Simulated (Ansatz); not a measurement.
The system is Al2O3.

```xyz
10
Lattice="4.6138 0.0000 0.0000 0.0000 9.5633 0.0000 0.0000 0.0000 3.1199" Properties=species:S:1:pos:R:3 pbc="T T T"
Al    4.5352    7.8856    0.0000
Al    0.0785    1.6777    0.0000
Al    2.2283    6.4593    1.5599
Al    2.3854    3.1040    1.5599
O     2.3069    4.7816    1.5599
O     0.5704    7.2016    1.5599
O     1.7365    2.4200    0.0000
O     2.8773    7.1433    0.0000
O     0.0000    0.0000    0.0000
O     4.0434    2.3617    1.5599
```

Measurements of this composition are mostly on another form, of space group No. 167.

Program: Ansatz 0.2.0. Alike in all runs: task band structure; potentials or basis Ansatz PAW; no spin polarisation; cell as given; k mesh 5 × 3 × 7; smearing fermi-dirac 0.05 eV.

**Question.** Order these runs on this cell by their pressure, lowest first.
A. level RPBE; cutoff (eV) 420
B. level LDA; cutoff (eV) 420
C. level PBEsol; cutoff (eV) 420
D. level r2SCAN; cutoff (eV) 500
E. level PBE; cutoff (eV) 420

**Answer.** B (-6.5 GPa), D (-4.1 GPa), C (-2.6 GPa), E (0.0 GPa), A (3.0 GPa).

Caveats: the PAW data sets come from PBE, with cores solved anew for the run's functional, which leaves a small shift of forces and pressure (some runs).
